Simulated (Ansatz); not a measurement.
Runs of Ansatz 0.2.0 on SnSe. The cell holds a slab with vacuum, 4 atoms: a = 4.285 Å, b = 4.285 Å, c = 10.991 Å, α = 90.00°, β = 90.00°, γ = 90.00°. 

| level | share of exact exchange | gap on the mesh (eV) | largest force (eV/Å) |
| --- | --- | --- | --- |
| r2SCAN0 form with a typed share of exact exchange | 0.1 | 2.32 | (c) |
| r2SCAN0 form with a typed share of exact exchange | 0 | (b) | 0.08 |
| r2SCAN0 form with a typed share of exact exchange | 0.35 | 3.34 | 0.33 |
| r2SCAN0 | 0.25 | (a) | 0.26 |
| r2SCAN0 form with a typed share of exact exchange | 0.15 | 2.53 | 0.19 |

Alike in all rows: task single point; potentials or basis Ansatz PAW; no spin polarisation; cell as given; k mesh 4 × 4 × 2; cutoff (eV) 500; smearing fermi-dirac 0.05 eV.

**Question.** Estimate the missing entries.

**Answer.** (a) 2.93; (b) 1.92; (c) 0.16.

Caveats: spin-orbit coupling is left out, which moves the levels of the heavy elements; the PAW data sets come from PBE, with cores solved anew for the run's functional, which leaves a small shift of forces and pressure.

A k mesh can miss the band edges, and the runs leave out spin-orbit coupling on Se, Sn.
